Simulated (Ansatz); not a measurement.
Reactions of C2H7ClOSi, SMILES `CO[SiH](C)Cl`.

Program: Ansatz. Geometries: PBE0-D4/def2-TZVP. ΔE: electronic, gas phase. CBS: MP2 limit from def2 TZ/QZ plus the TZ coupled-cluster correction, frozen cores. This one scheme is used for every species. Open shells (•) are unrestricted, without spin–orbit coupling. One conformer a species, not always the lowest.

```csv
reaction,HF/CBS(def2) (kcal/mol),CCSD(T)/CBS(def2) (kcal/mol)
`CO[SiH](C)Cl` + `S[SiH2]Cl` → `C[SiH](Cl)S[SiH2]Cl` + CH₃OH,14.7,8.6
`CO[SiH](C)Cl` → `C[O]`• + `C[SiH]Cl`•,90.5,124.0
`CO[SiH](C)Cl` + H₂O → `CO[SiH](O)Cl` + CH₄,-30.7,-26.0
`CO[SiH](C)Cl` + CH₃OH → `CO[SiH](Cl)OC` + CH₄,-29.4,-26.1
`CO[SiH](C)Cl` + `O[SiH3]` → `C[SiH](Cl)[SiH2]O` + CH₃OH,33.6,27.9
`CO[SiH](C)Cl` + `CCCCO` → `CCCCCO` + `CO[SiH2]Cl`,12.4,13.0
`CO[SiH](C)Cl` + `O[Si](O)(O)O` → `CO[SiH](C)O[Si](O)(O)O` + HCl,-6.2,-4.4
`CO[SiH](C)Cl` + H₂ → `CO[SiH2]Cl` + CH₄,-9.5,-3.5
`CO[SiH](C)Cl` + H₂S → `CO[SiH](S)Cl` + CH₄,-12.6,-13.6
`CO[SiH](C)Cl` + HCl → `CCl` + `CO[SiH2]Cl`,15.3,18.9
```

Largest T1 diagnostic: 0.019, for `C[O]`•.
